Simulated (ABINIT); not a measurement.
# TiC (Fm-3m) in ABINIT: notebook

One crystal, TiC, is run at these levels: LDA, PBE; tasks: single point, relaxation of cell and atoms.

All numbers are computed with ABINIT 10.8.3 (patched build); they aren't measurements. Logs are shortened: lines on timing, memory, paths and dates and some standing lists are left out, and cuts for length are marked. The log counts tension as positive stress, the text compression.

### Step 1. The structure

It takes space group Fm-3m (No. 225, cubic). Conventional cell: a = 4.331 Å, b = 4.331 Å, c = 4.331 Å, α = 90.00°, β = 90.00°, γ = 90.00°. Ti (site symmetry m-3m) has 6 C at 2.17 Å as nearest neighbours. Around C (site symmetry m-3m) lie 6 Ti at 2.17 Å.

The cell is a database's computed one.

### Step 2. Single point, LDA

Contents of run.abi:

```
# Pseudopotentials
pp_dirpath "./"
pseudos "Ti.upf, C.upf"

# Structure
acell 3*1.0 Angstrom
rprim
     0.0000000000     2.1657188437     2.1657188437
     2.1657188437     0.0000000000     2.1657188437
     2.1657188437     2.1657188437     0.0000000000
ntypat 2
znucl 22 6
natom 2
typat 1 2
xcart
     0.0000000000     0.0000000000     0.0000000000
     4.0926154775     4.0926154775     4.0926154775

# Plane-wave basis
ecut 35.0

# k points
kptopt 1
ngkpt 8 8 8
nshiftk 1
shiftk 0.0 0.0 0.0

# Exchange and correlation
ixc 7

# Bands and occupations
nband 12
occopt 3
tsmear 0.05 eV

# SCF cycle
nstep 100
tolvrs 1.0e-10

# Output
iomode 3
prtwf 0
prteig 0
prtebands 0
enunit 2
prtden 1
prtvha 1
prtvclmb 1
prtpot 1
prtelf 1
```

Potentials or basis: PseudoDojo NC SR LDA v0.4.1 standard.

Run with:

```sh
$ mpirun --bind-to none -np 4 abinit run.abi > log 2>&1
```

run.abo:

```text
.Version 10.8.3 of ABINIT
 Symmetries : space group Fm -3 m (#225); Bravais cF (face-center cubic)
================================================================================
 Values of the parameters that define the memory need of the present run
     intxc =       0    ionmov =       0      iscf =       7    lmnmax =       6
     lnmax =       6     mgfft =      32  mpssoang =       3    mqgrid =    3001
     natom =       2  nloc_mem =       1    nspden =       1   nspinor =       1
    nsppol =       1      nsym =      48    n1xccc =    2501    ntypat =       2
    occopt =       3   xclevel =       1
       mpw =        1366          nfft =       32768          nkpt =          29
================================================================================
================================================================================

--------------------------------------------------------------------------------
------------- Echo of variables that govern the present computation ------------
--------------------------------------------------------------------------------
 -outvars: echo values of preprocessed input variables --------
            acell      1.8897261259E+00  1.8897261259E+00  1.8897261259E+00 Bohr
              amu      4.78800000E+01  1.20110000E+01
             ecut      3.50000000E+01 Hartree
           enunit           2
              ixc           7
         kptrlatt        8    0    0      0    8    0      0    0    8
          kptrlen      4.63026585E+01
            natom           2
            nband          12
            ngfft          32      32      32
             nkpt          29
            nstep         100
             nsym          48
           ntypat           2
           occopt           3
        prtebands           0
           prteig           0
           prtelf           1
           prtpot           1
         prtvclmb           1
           prtvha           1
            prtwf           0
            rprim      0.0000000000E+00  2.1657188437E+00  2.1657188437E+00
                       2.1657188437E+00  0.0000000000E+00  2.1657188437E+00
                       2.1657188437E+00  2.1657188437E+00  0.0000000000E+00
          spgroup         225
           tolvrs      1.00000000E-10
           tsmear      1.83746611E-03 Hartree
            typat      1  2
           xangst      0.0000000000E+00  0.0000000000E+00  0.0000000000E+00
                       2.1657188437E+00  2.1657188437E+00  2.1657188437E+00
            xcart      0.0000000000E+00  0.0000000000E+00  0.0000000000E+00
                       4.0926154803E+00  4.0926154803E+00  4.0926154803E+00
             xred      0.0000000000E+00  0.0000000000E+00  0.0000000000E+00
                       5.0000000000E-01  5.0000000000E-01  5.0000000000E-01
            znucl       22.00000    6.00000

================================================================================

 chkinp: Checking input parameters for consistency.

================================================================================
== DATASET  1 ==================================================================

--- !DatasetInfo
iteration_state: {dtset: 1, }
dimensions: {natom: 2, nkpt: 29, mband: 12, nsppol: 1, nspinor: 1, nspden: 1, mpw: 1366, }
cutoff_energies: {ecut:  35.0, pawecutdg:  -1.0, }
electrons: {nelect:   1.60000000E+01, charge:   0.00000000E+00, occopt:   3.00000000E+00, tsmear:   1.83746611E-03, }
meta: {optdriver: 0, ionmov: 0, optcell: 0, iscf: 7, paral_kgb: 0, }
...

 Exchange-correlation functional for the present dataset will be:
  LDA: Perdew-Wang 92 LSD fit to Ceperley-Alder data - ixc=7
  J.P.Perdew and Y.Wang, PRB 45, 13244 (1992)

 Real(R)+Recip(G) space primitive vectors, cartesian coordinates (Bohr,Bohr^-1):
 R(1)=  0.0000000  4.0926155  4.0926155  G(1)= -0.1221713  0.1221713  0.1221713
 R(2)=  4.0926155  0.0000000  4.0926155  G(2)=  0.1221713 -0.1221713  0.1221713
 R(3)=  4.0926155  4.0926155  0.0000000  G(3)=  0.1221713  0.1221713 -0.1221713
 Unit cell volume ucvol=  1.3709854E+02 bohr^3
 Angles (23,13,12)=  6.00000000E+01  6.00000000E+01  6.00000000E+01 degrees

 getcut: wavevector=  0.0000  0.0000  0.0000  ngfft=  32  32  32
         ecut(hartree)=     35.000   => boxcut(ratio)=   2.07604

--- Pseudopotential description ------------------------------------------------
- pspini: atom type   1  psp file is ./Ti.upf
12 -1012 2 -1 1568                            pspcod,pspxc,lmax,lloc,mmax
     nproj     2     2     2

- pspini: atom type   2  psp file is ./C.upf
12 -1012 1 -1 1234                            pspcod,pspxc,lmax,lloc,mmax
     nproj     2     2     0

   3.07114594E+02                                ecore*ucvol(ha*bohr**3)
--------------------------------------------------------------------------------

================================================================================

--- !BeginCycle
iteration_state: {dtset: 1, }
solver: {iscf: 7, nstep: 100, nline: 4, wfoptalg: 0, }
tolerances: {tolvrs: 1.00E-10, }
...

     iter   Etot(hartree)      deltaE(h)  residm     vres2
 ETOT  1  -65.109519846245    -6.511E+01 2.121E-01 1.135E+03
 ETOT  2  -64.027025439790     1.082E+00 6.083E-02 5.169E+03
 ETOT  3  -65.442422685259    -1.415E+00 2.045E-02 1.204E+01
 ETOT  4  -65.445364285909    -2.942E-03 6.828E-03 4.189E+00
 ETOT  5  -65.446252227052    -8.879E-04 3.448E-03 9.211E-01
 ETOT  6  -65.446489165029    -2.369E-04 5.354E-03 7.440E-04
 ETOT  7  -65.446490638928    -1.474E-06 6.858E-03 2.092E-04
 ETOT  8  -65.446490727880    -8.895E-08 5.765E-03 8.739E-05
 ETOT  9  -65.446490753036    -2.516E-08 6.035E-03 1.438E-06
 ETOT 10  -65.446490753782    -7.453E-10 2.719E-03 1.390E-08
 ETOT 11  -65.446490753818    -3.622E-11 2.575E-03 8.750E-10
 ETOT 12  -65.446490753824    -6.580E-12 8.135E-04 1.466E-12

 At SCF step   12       vres2   =  1.47E-12 < tolvrs=  1.00E-10 =>converged.

 Compute ELF
--------------------------------------------------------------------------------

 Compute kinetic energy density

 Compute gradient of the electron density
 Electron Localization Function (ELF) [min:0;max:1]
)     Maximum=    8.7525E-01  at reduced coord.    0.1250    0.8750    0.8750
)     Minimum=    1.4578E-06  at reduced coord.    0.5000    0.5000    0.5000
   Integrated=    5.4370E+01

--------------------------------------------------------------------------------
 End of ELF section

 Cartesian components of stress tensor (hartree/bohr^3)
  sigma(1 1)=  4.57607925E-04  sigma(3 2)=  0.00000000E+00
  sigma(2 2)=  4.57607925E-04  sigma(3 1)=  0.00000000E+00
  sigma(3 3)=  4.57607925E-04  sigma(2 1)=  0.00000000E+00

--- !ResultsGS
iteration_state: {dtset: 1, }
comment   : Summary of ground state results
lattice_vectors:
- [  0.0000000,   4.0926155,   4.0926155, ]
- [  4.0926155,   0.0000000,   4.0926155, ]
- [  4.0926155,   4.0926155,   0.0000000, ]
lattice_lengths: [   5.78783,    5.78783,    5.78783, ]
lattice_angles: [ 60.000,  60.000,  60.000, ] # degrees, (23, 13, 12)
lattice_volume:   1.3709854E+02
convergence: {deltae: -6.580E-12, res2:  1.466E-12, residm:  8.135E-04, diffor: null, }
etotal    :  -6.54464908E+01
entropy   :   0.00000000E+00
fermie    :   3.88251965E-01
cartesian_stress_tensor: # hartree/bohr^3
- [  4.57607925E-04,   0.00000000E+00,   0.00000000E+00, ]
- [  0.00000000E+00,   4.57607925E-04,   0.00000000E+00, ]
- [  0.00000000E+00,   0.00000000E+00,   4.57607925E-04, ]
pressure_GPa:  -1.3463E+01
xred      :
- [  0.0000E+00,   0.0000E+00,   0.0000E+00, Ti]
- [  5.0000E-01,   5.0000E-01,   5.0000E-01,  C]
cartesian_forces: # hartree/bohr
- [ -0.00000000E+00,  -0.00000000E+00,  -0.00000000E+00, ]
- [ -0.00000000E+00,  -0.00000000E+00,  -0.00000000E+00, ]
force_length_stats: {min:   0.00000000E+00, max:   0.00000000E+00, mean:   0.00000000E+00, }
...

 Integrated electronic density in atomic spheres:
 ------------------------------------------------
 Atom  Sphere_radius  Integrated_density
    1        2.00000          9.55381590
    2        2.00000          3.87997511
================================================================================

 ----iterations are completed or convergence reached----

 Mean square residual over all n,k,spin=   38.354E-07; max=  81.349E-05
 reduced coordinates (array xred) for    2 atoms
       0.000000000000      0.000000000000      0.000000000000
       0.500000000000      0.500000000000      0.500000000000
 rms dE/dt=  0.0000E+00; max dE/dt=  0.0000E+00; dE/dt below (all hartree)
    1       0.000000000000      0.000000000000      0.000000000000
    2       0.000000000000      0.000000000000      0.000000000000

 cartesian coordinates (angstrom) at end:
    1      0.00000000000000     0.00000000000000     0.00000000000000
    2      2.16571884370000     2.16571884370000     2.16571884370000

 cartesian forces (hartree/bohr) at end:
    1     -0.00000000000000    -0.00000000000000    -0.00000000000000
    2     -0.00000000000000    -0.00000000000000    -0.00000000000000
 frms,max,avg= 0.0000000E+00 0.0000000E+00   0.000E+00  0.000E+00  0.000E+00 h/b

 cartesian forces (eV/Angstrom) at end:
    1     -0.00000000000000    -0.00000000000000    -0.00000000000000
    2     -0.00000000000000    -0.00000000000000    -0.00000000000000
 frms,max,avg= 0.0000000E+00 0.0000000E+00   0.000E+00  0.000E+00  0.000E+00 e/A
 length scales=  1.889726125908  1.889726125908  1.889726125908 bohr
              =  1.000000000000  1.000000000000  1.000000000000 angstroms
 Fermi (or HOMO) energy (hartree) =   0.38825   Average Vxc (hartree)=  -0.48217
 Eigenvalues (hartree) for nkpt=  29  k points:
 kpt#   1, nband= 12, wtk=  0.00195, kpt=  0.0000  0.0000  0.0000 (reduced coord)
  -1.66692   -0.79761   -0.79761   -0.79761   -0.05951    0.41376    0.41376    0.41376
   0.45223    0.45223    0.45417    0.45417
      occupation numbers for kpt#   1
   2.00000    2.00000    2.00000    2.00000    2.00000    0.00000    0.00000    0.00000
   0.00000    0.00000    0.00000    0.00000
 prteigrs : prtvol=0 or 1, do not print more k-points.

 Fermi (or HOMO) energy (eV) =  10.56487   Average Vxc (eV)= -13.12042
 Eigenvalues (   eV  ) for nkpt=  29  k points:
 kpt#   1, nband= 12, wtk=  0.00195, kpt=  0.0000  0.0000  0.0000 (reduced coord)
 -45.35932  -21.70412  -21.70412  -21.70412   -1.61928   11.25897   11.25897   11.25897
  12.30578   12.30578   12.35853   12.35864
 prteigrs : prtvol=0 or 1, do not print more k-points.

--- !EnergyTerms
iteration_state     : {dtset: 1, }
comment             : Components of total free energy in Hartree
kinetic             :  2.72890896937727E+01
hartree             :  1.14005958467749E+01
xc                  : -1.07779688435428E+01
Ewald energy        : -5.12015050544116E+01
psp_core            :  2.24010115922166E+00
local_psp           : -4.46332551832656E+01
non_local_psp       :  2.36552829360698E-01
internal            : -6.54463895520901E+01
'-kT*entropy'       : -1.01201734381040E-04
total_energy        : -6.54464907538245E+01
total_energy_eV     : -1.78088973834634E+03
band_energy         : -6.35951263017326E+00
...

 Cartesian components of stress tensor (hartree/bohr^3)
  sigma(1 1)=  4.57607925E-04  sigma(3 2)=  0.00000000E+00
  sigma(2 2)=  4.57607925E-04  sigma(3 1)=  0.00000000E+00
  sigma(3 3)=  4.57607925E-04  sigma(2 1)=  0.00000000E+00

-Cartesian components of stress tensor (GPa)         [Pressure= -1.3463E+01 GPa]
- sigma(1 1)=  1.34632900E+01  sigma(3 2)=  0.00000000E+00
- sigma(2 2)=  1.34632900E+01  sigma(3 1)=  0.00000000E+00
- sigma(3 3)=  1.34632900E+01  sigma(2 1)=  0.00000000E+00

== END DATASET(S) ==============================================================
================================================================================

 -outvars: echo values of variables after computation  --------
            acell      1.8897261259E+00  1.8897261259E+00  1.8897261259E+00 Bohr
           etotal     -6.5446490754E+01
            fcart     -0.0000000000E+00 -0.0000000000E+00 -0.0000000000E+00
                      -0.0000000000E+00 -0.0000000000E+00 -0.0000000000E+00
            rprim      0.0000000000E+00  2.1657188437E+00  2.1657188437E+00
                       2.1657188437E+00  0.0000000000E+00  2.1657188437E+00
                       2.1657188437E+00  2.1657188437E+00  0.0000000000E+00
           strten      4.5760792531E-04  4.5760792531E-04  4.5760792531E-04
                       0.0000000000E+00  0.0000000000E+00  0.0000000000E+00
           xangst      0.0000000000E+00  0.0000000000E+00  0.0000000000E+00
                       2.1657188437E+00  2.1657188437E+00  2.1657188437E+00
             xred      0.0000000000E+00  0.0000000000E+00  0.0000000000E+00
                       5.0000000000E-01  5.0000000000E-01  5.0000000000E-01
 Calculation completed.
```

Wall time 6.8 s (4 MPI ranks of Intel Xeon Platinum 8375C at 2.90GHz (Ice Lake), shared host); peak memory 0.24 GiB.

Results:

```
Free energy                                           : -1780.8897 eV
Band gap on the k mesh                                : none (metal or under the smearing width)
Valence electrons inside the program's atomic spheres : Ti 9.55; C 3.88
```

Levels at points of the mesh, in eV from the Fermi level:
```tsv
k point	band 5	band 6	band 7	band 8	band 9	band 10	band 11	band 12
(0.00, 0.00, 0.00)	-12.18	0.69	0.69	0.69	1.74	1.74	1.79	1.79
(0.50, 0.00, 0.00)	-8.63	-5.79	-2.85	-2.85	2.94	2.94	4.13	8.25
(0.50, 0.50, 0.00)	-9.89	-3.33	-1.62	0.04	0.04	2.80	3.55	3.55
```

Caveat: the cutoff is too short for stress, so the log's stress isn't used.

### Step 3. Single point, PBE

run.abi, as its differences from that of step 2:

```diff
@@ -14,5 +14,5 @@
 typat 1 2
-xcart
+xred
      0.0000000000     0.0000000000     0.0000000000
-     4.0926154775     4.0926154775     4.0926154775
+     0.5000000000     0.5000000000     0.5000000000
 
@@ -28,3 +28,3 @@
 # Exchange and correlation
-ixc 7
+ixc 11
 
@@ -42,9 +42,5 @@
 prtwf 0
+prtden 0
 prteig 0
 prtebands 0
-enunit 2
-prtden 1
-prtvha 1
-prtvclmb 1
-prtpot 1
-prtelf 1
+enunit 1
```

Potentials or basis: PseudoDojo NC SR PBE v0.4.1 standard.

Run with:

```sh
$ mpirun --bind-to none -np 4 abinit run.abi > log 2>&1
```

Wall time 8.2 s (4 MPI ranks of Intel Xeon Platinum 8259CL at 2.50GHz (Skylake/Cascade Lake), shared host); peak memory 0.24 GiB.

It converged, with:

| Quantity | Value |
| --- | --- |
| Free energy | -1780.7226 eV |
| Band gap on the k mesh | none (metal or under the smearing width) |
| Valence electrons inside the program's atomic spheres | Ti 9.54; C 3.91 |

Levels at points of the mesh, in eV from the Fermi level:
```csv
k point,band 6,band 7,band 8,band 9,band 10,band 11
"(0.00, 0.00, 0.00)",0.75,0.75,0.75,1.72,1.72,1.79
"(0.50, 0.00, 0.00)",-5.80,-2.85,-2.85,2.98,2.98,4.16
"(0.50, 0.50, 0.00)",-3.39,-1.57,0.01,0.01,2.79,3.58
```

Caveat: the cutoff is too short for stress, so the log's stress isn't used.

### Step 4. Single point, LDA

run.abi, as its differences from that of step 3:

```diff
@@ -5,7 +5,7 @@
 # Structure
-acell 3*1.0 Angstrom
+acell 3.062788961 3.062788961 3.062788961 Angstrom
 rprim
-     0.0000000000     2.1657188437     2.1657188437
-     2.1657188437     0.0000000000     2.1657188437
-     2.1657188437     2.1657188437     0.0000000000
+     0.0000000000     0.7071067812     0.7071067812
+     0.7071067812     0.0000000000     0.7071067812
+     0.7071067812     0.7071067812     0.0000000000
 ntypat 2
@@ -19,3 +19,3 @@
 # Plane-wave basis
-ecut 35.0
+ecut 952.398519 eV
 
@@ -28,3 +28,3 @@
 # Exchange and correlation
-ixc 11
+ixc 7
```

Potentials or basis: PseudoDojo NC SR LDA v0.4.1 standard.

Run with:

```sh
$ mpirun --bind-to none -np 4 abinit run.abi > log 2>&1
```

Wall time 4 s (4 MPI ranks of Intel Xeon 6975P-C (Granite Rapids), shared host); peak memory 0.24 GiB.

The run converged. Its results:

| Item | Value |
| --- | --- |
| Free energy | -1780.8897 eV |
| Band gap on the k mesh | none (metal or under the smearing width) |
| Valence electrons inside the program's atomic spheres | Ti 9.55; C 3.88 |

Levels at points of the mesh, in eV from the Fermi level:
```tsv
k point	band 4	band 5	band 6	band 7	band 8	band 9	band 10	band 11	band 12
(0.00, 0.00, 0.00)	-32.27	-12.18	0.69	0.69	0.69	1.74	1.74	1.79	1.79
(0.50, 0.00, 0.00)	-32.32	-8.63	-5.79	-2.85	-2.85	2.94	2.94	4.13	8.25
(0.50, 0.50, 0.00)	-32.44	-9.89	-3.33	-1.62	0.04	0.04	2.80	3.55	3.55
```

Caveat: the cutoff is too short for stress, so the log's stress isn't used.

### Step 5. Relaxation of cell and atoms, PBE

Contents of run.abi:

```
# Pseudopotentials
pp_dirpath "./"
pseudos "Ti.upf, C.upf"

# Structure
acell 3*1.0 Angstrom
rprim
     0.0000000000     2.1657188437     2.1657188437
     2.1657188437     0.0000000000     2.1657188437
     2.1657188437     2.1657188437     0.0000000000
ntypat 2
znucl 22 6
natom 2
typat 1 2
chkprim 0
chksymtnons 0
tolsym 1.0e-6
xred
            0.0            0.0            0.0
            1/2            1/2            1/2

# Plane-wave basis
ecut 42.0
ecutsm 0.5

# k points
kptopt 1
ngkpt 8 8 8
nshiftk 1
shiftk 0.0 0.0 0.0

# Exchange and correlation
ixc 11

# Bands and occupations
nband 12
occopt 3
tsmear 0.05 eV

# SCF cycle
nstep 80
tolvrs 1.0e-12

# Output
iomode 3
prteig 0
prtebands 0
prtwf 0
prtden 0

# Relaxation
ionmov 2
optcell 2
ntime 50
tolmxf 2.0e-5
dilatmx 1.08
```

Potentials or basis: PseudoDojo NC SR PBE v0.4.1 standard.

Run with:

```sh
$ mpirun --bind-to none -np 4 abinit run.abi > log 2>&1
```

Run time: 16 s. Hardware: 4 MPI ranks of Intel Xeon 6975P-C (Granite Rapids), shared host; peak memory 0.32 GiB.

The run converged. Its results:

```
Free energy                            : -1780.7366 eV
Relaxed volume                         : 10.17 Å³/atom
Relaxed cell                           : a = 3.064 Å, b = 3.064 Å, c = 3.064 Å, α = 60.00°, β = 60.00°, γ = 60.00°
Space group after relaxing (to 0.05 Å) : Fm-3m (No. 225)
Energy gained by relaxing              : 0.0 meV/atom
Ionic steps                            : 3
Pressure after relaxing                : 0.0 GPa
Band gap on the k mesh                 : none (metal or under the smearing width)
```

Final structure:
```
Ti C
1.0
     0.00000    2.16679    2.16679
     2.16679    0.00000    2.16679
     2.16679    2.16679    0.00000
Ti C
1 1
Direct
  0.00000 0.00000 0.00000
  0.50000 0.50000 0.50000
```

### Step 6. Summary

```tsv
task	level	potentials or basis	cell	cutoff (eV)	cell freedom (optcell)	optimiser (ionmov)	cutoff smearing ecutsm (Ha)	force stop (Ha/bohr)	gap on the mesh (eV)
single point	LDA	PseudoDojo NC SR LDA v0.4.1 standard	as given	952	-	-	-	-	none
single point	PBE	PseudoDojo NC SR PBE v0.4.1 standard	as given	952	-	-	-	-	none
relaxation of cell and atoms	PBE	PseudoDojo NC SR PBE v0.4.1 standard	relaxed	1143	2	2	0.5	2e-05	none
```

Alike in all rows: no spin polarisation; k mesh 8 × 8 × 8; smearing fermi-dirac 0.05 eV.

Total energies depend on the potentials used, so only differences within one code and one set of settings carry meaning.
